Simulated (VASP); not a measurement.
Write the native input for VASP 6.6.1 that does the following.

* Task: band structure
* Functional: PBE
* Potentials or basis: VASP PAW PBE potentials, release 64 (Li_sv, H)
* Cutoff: 520 eV
* k mesh: 10 × 10 × 10
* Occupations: gaussian, width 0.03 eV
* Spin: no spin polarisation
* Grid for exact exchange (PRECFOCK): Fast
* Further INCAR settings: ALGO = Normal; EDIFF = 1e-07; NBANDS = 9

The structure of LiH lies in POSCAR:

```
LiH                                     
1.0
    0.0000000000      1.9860246743      1.9860246743
    1.9860246743      0.0000000000      1.9860246743
    1.9860246743      1.9860246743      0.0000000000
  Li              H             
     1     1
Direct
     0.0000000000000000    0.0000000000000000    0.0000000000000000
     0.5000000000000000    0.5000000000000000    0.5000000000000000
```

These files were run (other wordings do the same):

INCAR

```
PREC     = Accurate       # precision mode
ENCUT    = 520            # plane-wave cutoff, eV
EDIFF    = 1E-7           # SCF threshold, eV
ISMEAR   = 0              # smearing method
SIGMA    = 0.03           # smearing width, eV
LREAL    = F              # projectors in reciprocal space
LASPH    = T              # aspherical terms in the spheres
NELM     = 80             # most SCF steps
ALGO     = Normal         # electronic algorithm
ISIF     = 2              # what is computed and relaxed
LWAVE    = F              # write WAVECAR
LCHARG   = F              # write CHGCAR
GGA      = PE             # functional
NBANDS   = 9              # bands
KPAR     = 8
```

KPOINTS

```
regular mesh
0
Gamma
  10 10 10
```

KPOINTS_OPT

```
explicit points
6
Reciprocal
 0.0000000000  0.0000000000  0.0000000000 1
 0.3750000000  0.3750000000  0.7500000000 1
 0.5000000000  0.5000000000  0.5000000000 1
 0.6250000000  0.2500000000  0.6250000000 1
 0.5000000000  0.2500000000  0.7500000000 1
 0.5000000000  0.0000000000  0.5000000000 1
```

Potentials or basis: VASP PAW PBE potentials, release 64 (Li_sv, H).

The run is started by

```console
$ cat potpaw_PBE.64/Li_sv/POTCAR potpaw_PBE.64/H/POTCAR > POTCAR
$ mpirun -np 8 vasp_std > vasp.out
```

It gave:

```
Band gap on the k mesh  : 2.96 eV, direct
Band gap along the path : 2.96 eV, direct
```

Run time: 3 s on 8 MPI ranks on Intel(R) Xeon(R) Platinum 8488C (Sapphire Rapids) (shared host), peak memory 0.13 GiB a rank.
